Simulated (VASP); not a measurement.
# CdTe (F-43m) in VASP: further runs, part 2 of 2

VASP 6.6.1. The steps go on from the part before.

## (5) Single point, r2SCAN+rVV10

POSCAR

```
CdTe
1.0
    4.5325544674      0.0000000000      0.0000000000
    2.2662772337      3.9253073128      0.0000000000
    2.2662772337      1.3084357709      3.7008152255
Te Cd
1 1
Direct
    0.7500000000      0.7500000000      0.7500000000
    0.0000000000      0.0000000000      0.0000000000
```

INCAR.step1

```
SYSTEM = CdTe
ALGO = Normal
EDIFF = 1E-4
ENCUT = 520
GGA = PE
ISMEAR = -5
LASPH = .TRUE.
LCHARG = .FALSE.
LREAL = .FALSE.
LWAVE = .TRUE.
NBANDS = 16
NELM = 100
PREC = Accurate
SIGMA = 0.05
```

INCAR.step2

```
SYSTEM = CdTe
ALGO = Normal
BPARAM = 11.95
CPARAM = 0.0093
EDIFF = 1E-7
ENCUT = 520
ISIF = 2
ISMEAR = -5
ISTART = 1
IVDW_NL = 2
LASPH = .TRUE.
LCHARG = .FALSE.
LMIXTAU = .TRUE.
LREAL = .FALSE.
LUSE_VDW = .TRUE.
LWAVE = .FALSE.
METAGGA = R2SCAN
NBANDS = 16
NELM = 100
PREC = Accurate
SIGMA = 0.05
```

KPOINTS

```
k-points
0
G
  7 7 7
  0 0 0
```

Potentials or basis: VASP PAW PBE potentials, release 64 (Te, Cd).

Run with:

```console
$ cat potpaw_PBE.64/Te/POTCAR potpaw_PBE.64/Cd/POTCAR > POTCAR
$ cp INCAR.step1 INCAR
$ mpirun -np 1 vasp_std > vasp.out
$ cp INCAR.step2 INCAR
$ mpirun -np 1 vasp_std > vasp.out
```

OUTCAR:

```text
SYSTEM = CdTe
   BPARAM = 11.95
   EDIFF = 1E-7
   ENCUT = 520
   ISIF = 2
   ISMEAR = -5
   ISTART = 1
   IVDW_NL = 2
   LASPH = .TRUE.
   LREAL = .FALSE.
   METAGGA = R2SCAN
   NELM = 100
   PREC = Accurate

 ion  position               nearest neighbor table
   1  0.750  0.750  0.750-   2 2.78   2 2.78   2 2.78   2 2.78
   2  0.000  0.000  0.000-   1 2.78   1 2.78   1 2.78   1 2.78

  LATTYP: Found a face centered cubic cell.
 ALAT       =     6.4100000000

  Lattice vectors:

 A1 = (   4.5325544674,   0.0000000000,   0.0000000000)
 A2 = (   2.2662772337,   3.9253073128,   0.0000000000)
 A3 = (   2.2662772337,   1.3084357709,   3.7008152255)

Analysis of symmetry for initial positions (statically):
=====================================================================
 Subroutine PRICEL returns:
 Original cell was already a primitive cell.

 Routine SETGRP: Setting up the symmetry group for a
 face centered cubic supercell.

 Subroutine GETGRP returns: Found 24 space group operations
 (whereof 24 operations were pure point group operations)
 out of a pool of 48 trial point group operations.

The static configuration has the point symmetry T_d .

Analysis of symmetry for dynamics (positions and initial velocities):
=====================================================================
 Subroutine PRICEL returns:
 Original cell was already a primitive cell.

 Routine SETGRP: Setting up the symmetry group for a
 face centered cubic supercell.

 Subroutine GETGRP returns: Found 24 space group operations
 (whereof 24 operations were pure point group operations)
 out of a pool of 48 trial point group operations.

The dynamic configuration has the point symmetry T_d .

 Subroutine INISYM returns: Found 24 space group operations
 (whereof 24 operations are pure point group operations),
 and found     1 'primitive' translations

[... 108 lines left out ...]
   IALGO  =     38    algorithm
   IMIX   =      4    mixing-type and parameters
     AMIX     =   0.40;   BMIX     =  1.00
     AMIX_MAG =   1.60;   BMIX_MAG =  1.00
  volume/ion in A,a.u.               =      32.92       222.17
  Fermi-wavevector in a.u.,A,eV,Ry     =   1.062497  2.007828 15.359610  1.128899
  Thomas-Fermi vector in A             =   2.197950
   LORBIT       =      0    0 simple, 1 ext, 2 COOP (PROOUT), +10 PAW based schemes
   METAGGA = R2SCAN    functional components
   LHFCALC =     F    Hartree Fock is set to
   AEXX    =    0.0000 exact exchange contribution
   IVDW_NL    =     2    kernel type
   BPARAM     =11.9500
   IVDW    =     0    specifies the selected vdW correction
   LEPSILON=     F    determine dielectric tensor
   LRPA    =     F    only Hartree local field effects (RPA)
 non-spin polarized calculation
 Fermi weights with tetrahedron method with Bloechl corrections
  energy-cutoff  :      520.00
  volume of cell :       65.84
 maximum number of plane-waves:      1807
 NGX is ok and might be reduce to    36
   NGX = 17   NGY = 17   NGZ = 17

 number of electron      17.9999995 magnetization

 Free energy of the ion-electron system (eV)
  ---------------------------------------------------
  ext. energy  EPLUGINS =         0.00000000
  ---------------------------------------------------
  free energy    TOTEN  =       -45.97430186 eV

  energy without entropy =      -45.97430186  energy(sigma->0) =      -45.97430186

 E-fermi :   2.4196     XC(G=0):  -9.3334

 val. band max:        2.4007335407   @ k =   0.0000   0.0000   0.0000
 cond. band min:       3.7391607867   @ k =   0.0000   0.0000   0.0000
 fundamental gap:      1.3384272460
 Fermi energy:         2.4195899469

 k-point     1 :       0.0000    0.0000    0.0000
  band No.  band energies     occupation
      1      -9.3399      2.00000
      2      -6.2706      2.00000
      3      -6.2706      2.00000
      4      -6.2706      2.00000
      5      -5.9566      2.00000
      6      -5.9566      2.00000
[... 357 lines left out ...]
      3      -6.1178      2.00000
      4      -5.9943      2.00000
      5      -5.9531      2.00000
      6      -5.3247      2.00000
[... 8 lines left out ...]
     15      13.1885      0.00000
     16      15.1792      0.00000

------------------------ aborting loop because EDIFF is reached ----------------------------------------

  FORCE on cell =-STRESS in cart. coord.  units (eV):
  Direction    XX          YY          ZZ          XY          YZ          ZX
  --------------------------------------------------------------------------------------
  -------------------------------------------------------------------------------------
  Total        1.0991957      1.0991957      1.0991957      0.0000000     -0.0000000     -0.0000000
  in kB       26.7467802     26.7467802     26.7467802      0.0000000     -0.0000000     -0.0000000
  external PRESSURE =      26.7467802 kB  Pullay stress =       0.0000000 kB

 VOLUME and BASIS-vectors are now :
 -----------------------------------------------------------------------------
  energy-cutoff  :      520.00
  volume of cell :       65.84
      direct lattice vectors                 reciprocal lattice vectors
     4.532554467  0.000000000  0.000000000     0.220626141 -0.127378562 -0.090070245
     2.266277234  3.925307313  0.000000000     0.000000000  0.254757124 -0.090070245
     2.266277234  1.308435771  3.700815225     0.000000000  0.000000000  0.270210734

 POSITION                                       TOTAL-FORCE (eV/Angst)
 -----------------------------------------------------------------------------------
      6.79883      3.92531      2.77561         0.000000     -0.000000     -0.000000
      0.00000      0.00000      0.00000        -0.000000      0.000000      0.000000
 -----------------------------------------------------------------------------------
    total drift:                                0.000003      0.000002      0.000001

  FREE ENERGIE OF THE ION-ELECTRON SYSTEM (eV)
  ---------------------------------------------------
  free  energy   TOTEN  =       -45.9743018589 eV

  energy  without entropy=      -45.9743018589  energy(sigma->0) =      -45.97430186
```

OUTCAR.step1:

```text
SYSTEM = CdTe
   EDIFF = 1E-4
   ENCUT = 520
   GGA = PE
   ISMEAR = -5
   LASPH = .TRUE.
   LREAL = .FALSE.
[... 596 lines left out ...]
      6.79883      3.92531      2.77561        -0.000000     -0.000000     -0.000000
      0.00000      0.00000      0.00000         0.000000      0.000000      0.000000
 -----------------------------------------------------------------------------------
    total drift:                                0.000000      0.000000      0.000000

  FREE ENERGIE OF THE ION-ELECTRON SYSTEM (eV)
  ---------------------------------------------------
  free  energy   TOTEN  =        -4.7252148847 eV

  energy  without entropy=       -4.7252148847  energy(sigma->0) =       -4.72521488
```

It took 5.2 min on 1 thread of Intel Xeon 6975P-C, shared host; peak memory 0.4 GiB.

Results:

```yaml
Free_energy: -45.9743 eV
Pressure: 2.7 GPa
Band_gap_on_the_k_mesh: 1.34 eV, direct
```

Caveat: the PAW data sets were made with another functional, which shifts forces and pressure a little; spin-orbit coupling is left out, which moves the levels of the heavy elements.

## (6) Single point, PBE

INCAR

```
SYSTEM = CdTe
PREC = Accurate ; ENCUT = 520
EDIFF = 1E-7 ; ISMEAR = -1
SIGMA = 0.02 ; LREAL = .False.
LASPH = .True. ; NELM = 100
ALGO = Normal ; ISIF = 2
LWAVE = .False. ; LCHARG = .False.
GGA = PE ; NBANDS = 16
```

KPOINTS

```
regular mesh
0
Gamma
  4 4 4
  0 0 0
```

POSCAR

```
CdTe
1.0
    0.0000000000      3.2050000000      3.2050000000
    3.2050000000      0.0000000000      3.2050000000
    3.2050000000      3.2050000000      0.0000000000
Te Cd
1 1
Direct
    0.7500000000      0.7500000000      0.7500000000
    0.0000000000      0.0000000000      0.0000000000
```

Potentials or basis: VASP PAW PBE potentials, release 64 (Te, Cd).

Run with:

```console
$ cat potpaw_PBE.64/Te/POTCAR potpaw_PBE.64/Cd/POTCAR > POTCAR
$ mpirun -np 1 vasp_std > vasp.out
```

Run time: 36 s. Hardware: 1 thread of AMD EPYC 7R13, shared host; peak memory 0.2 GiB.

The run converged. Its results:

```
Free energy            : -4.6609 eV
Pressure               : 4.6 GPa
Band gap on the k mesh : 0.86 eV, direct
```

Levels at points of the mesh, in eV from the valence-band top:
```tsv
k point	band 5	band 6	band 7	band 8	band 9	band 10	band 11	band 12	band 13	band 14
(0.00, 0.00, 0.00)	-8.15	-8.15	0.00	0.00	0.00	0.86	4.56	4.56	4.56	7.50
(0.50, 0.00, 0.00)	-8.14	-7.77	-4.63	-0.83	-0.83	1.84	5.15	5.15	7.09	8.78
(0.50, 0.50, 0.00)	-8.12	-7.62	-4.48	-1.99	-1.99	2.52	2.65	9.03	9.29	9.29
```

Caveat: the k points lie up to 0.42 Å⁻¹ apart; spin-orbit coupling is left out, which moves the levels of the heavy elements.

## (7) The runs side by side

| level | potentials or basis | cell | k mesh | smearing | gap on the mesh (eV) | pressure (GPa) |
| --- | --- | --- | --- | --- | --- | --- |
| PBE | VASP PAW PBE potentials, release 64 (Te, Cd) | a = 4.533 Å, angles 60.0°, 2 atoms | 6 × 6 × 6 | fermi-dirac 0.05 eV | 0.87 | 4.4 |
| LDA | VASP PAW LDA potentials, release 64 (Te, Cd) | a = 4.533 Å, angles 60.0°, 2 atoms | 7 × 7 × 7 | gaussian 0.05 eV | 0.65 | 0.2 |
| PBE+D3(BJ) | VASP PAW PBE potentials, release 64 (Te, Cd) | a = 4.408 Å, angles 60.0°, 2 atoms | 7 × 7 × 7 | gaussian 0.1 eV | 1.14 | 7.5 |
| r2SCAN+rVV10 | VASP PAW PBE potentials, release 64 (Te, Cd) | a = 4.533 Å, angles 60.0°, 2 atoms | 7 × 7 × 7 | tetrahedron | 1.34 | 2.7 |
| PBE | VASP PAW PBE potentials, release 64 (Te, Cd) | a = 4.533 Å, angles 60.0°, 2 atoms | 4 × 4 × 4 | fermi-dirac 0.02 eV | 0.86 | 4.6 |

Alike in all rows: task single point; no spin polarisation; cutoff (eV) 520.

Caveats: some runs use coarse meshes; spin-orbit coupling is left out, which moves the levels of the heavy elements; the PAW data sets were made with another functional, which shifts forces and pressure a little (some runs).

Absolute energies hang on the potentials; compare differences alone.

## (8) Comparison with measurements

Step 3. Against the measured gap of CdTe, 1.607 eV (0 K; a printed reference work, data compilation), the calculated 0.65 eV is off by -0.95 eV. Spin-orbit coupling on Cd, Te is left out. The value is that of LDA, without temperature or zero-point motion. Semilocal functionals fall short of measured gaps as a rule.

Step 5. A measured gap of CdTe is 1.607 eV (0 K; a printed reference work, data compilation); the calculated 1.34 eV misses it by -0.27 eV. Spin-orbit coupling on Cd, Te is left out. The value is that of r2SCAN+rVV10, without temperature or zero-point motion.
